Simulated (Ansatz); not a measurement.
**Electric field gradients in AlCu$_{3}$**

Method: DFT PBEsol, scalar-relativistic, plane waves, PAW (Ansatz 0.2.0). Plane waves to 420 eV; Γ-centred k mesh 12×12×8; Fermi-Dirac smearing of 0.15 eV. No spin polarisation.

Relaxed structure:
```
CELL_PARAMETERS angstrom
5.14460 0.00000 0.00000
-2.57230 4.45535 0.00000
0.00000 0.00000 4.17613
ATOMIC_POSITIONS crystal
Al 0.66667 0.33333 0.25000
Al 0.33333 0.66667 0.75000
Cu 0.33057 0.16528 0.75000
Cu 0.83472 0.16528 0.75000
Cu 0.83472 0.66943 0.75000
Cu 0.66943 0.83472 0.25000
Cu 0.16528 0.83472 0.25000
Cu 0.16528 0.33057 0.25000
```

In a metal these results depend on the k mesh and the smearing.

Task: Give V_zz (10²¹ V/m²) and the asymmetry η at each distinct site.

Result:
```json
{"atom": "Al (atom 1)", "V_zz": "-0.026", "η": "0.00"}
{"atom": "Cu (atom 3)", "V_zz": "1.15", "η": "0.89"}
```

Whether AlCu3 exists in this form wasn't checked.

Cost: 1 run of about 0.71 core-minutes, on Arm Neoverse V1 (shared hosts).